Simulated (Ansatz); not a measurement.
Two inputs for CdI₂

Cell: a computed structure from the Materials Project (it need not be an observed phase).

```
CELL_PARAMETERS angstrom
4.28935 0.00000 0.00000
-2.14468 3.71469 0.00000
0.00000 0.00000 36.37279
ATOMIC_POSITIONS crystal
Cd 0.66667 0.33333 0.80015
Cd 0.00000 0.00000 0.40006
Cd 0.33333 0.66667 0.19985
Cd 0.00000 0.00000 0.59994
Cd 0.00000 0.00000 0.00000
I 0.66667 0.33333 0.95268
I 0.33333 0.66667 0.04732
I 0.66667 0.33333 0.15256
I 0.33333 0.66667 0.44731
I 0.33333 0.66667 0.84744
I 0.66667 0.33333 0.35268
I 0.00000 0.00000 0.75280
I 0.33333 0.66667 0.64732
I 0.66667 0.33333 0.55269
I 0.00000 0.00000 0.24720
```

Sites (sets of like atoms) are named by element and the number of their first atom in this list.

Reference run. Level of theory: DFT, PBE, plane waves and PAW, scalar-relativistic, 420 eV cutoff, Γ-centred 8×8×1 k-points, Fermi–Dirac smearing 0.02 eV (Ansatz 0.2.0).

Q: The input is changed as follows: `scf.n_extra_bands`: not typed → 8; `kpoints.mp_grid.grid`: [8, 8, 1] → [3, 3, 1]; `scf.lower_state_search`: not typed → off. What happens to V_zz (10²¹ V/m²) and η?

A: 

| site | atom | V_zz reference | η reference | V_zz changed | η changed |
| --- | --- | --- | --- | --- | --- |
| Cd1 | 1 | 0.13 | 0.00 | 0.81 | 0.00 |
| Cd5 | 5 | 0.13 | 0.00 | 0.80 | 0.00 |
| Cd2 | 2 | 0.13 | 0.00 | 0.83 | 0.00 |
| I6 | 6 | -5.95 | 0.00 | -2.29 | 0.00 |
| I8 | 8 | -6.13 | 0.00 | -2.43 | 0.00 |
| I9 | 9 | -6.13 | 0.00 | -2.44 | 0.00 |
| I11 | 11 | -6.04 | 0.00 | -2.29 | 0.00 |
| I12 | 12 | -5.98 | 0.00 | -2.23 | 0.00 |

The largest change of V_zz is on I11, from -6.04 to -2.29. In per cent, |V_zz| changes by -63 to -60 on I (all sites that start above 0.5). SCF iterations: 8 and 8. In the changed run the k-mesh is coarser than the standard one, so its values aren't converged ones.

On the reference run: Without spin–orbit coupling the gradients at and beside I can be off by some per cent, at some sites by more.
